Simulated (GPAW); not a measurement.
Ce:

```
Ce
1.0
     3.64952    0.00000    0.00000
     1.82476    3.16058    0.00000
     1.82476    1.05353    2.97982
Ce
1
Direct
  0.00000 0.00000 0.00000
```

Base run:

```yaml
Program: GPAW 26.7.0
Functional: PBE
Potentials_or_basis: GPAW PAW data sets (gpaw-data 1.2.1)
Cutoff: 800 eV
Basis: pw
k_mesh: 7 × 7 × 7
Occupations: fermi-dirac, width 0.05 eV
Spin: collinear spin, ferromagnetic start
Starting_moments: "[1.0] μB"
Hubbard_terms: Ce f U = 8 eV
```

Its results: pressure 2.4 GPa; net moment 1.09 μB per cell; site moments Ce +0.98 μB.

Problem. The run is repeated on the same cell with these changes: k mesh from 7 × 7 × 7 to 9 × 9 × 9; hubbard terms from Ce f U = 8 eV to none. What comes out?

Solution. Pressure -5.0 GPa; net moment 0.88 μB per cell; site moments Ce +0.64 μB.

Several settings changed at once, so the effect can't be laid on one alone.

Caveats: one-centre terms of the f shell are cut off; the magnetic or orbital state may not be the lowest.

Not every run made on this cell is shown here.
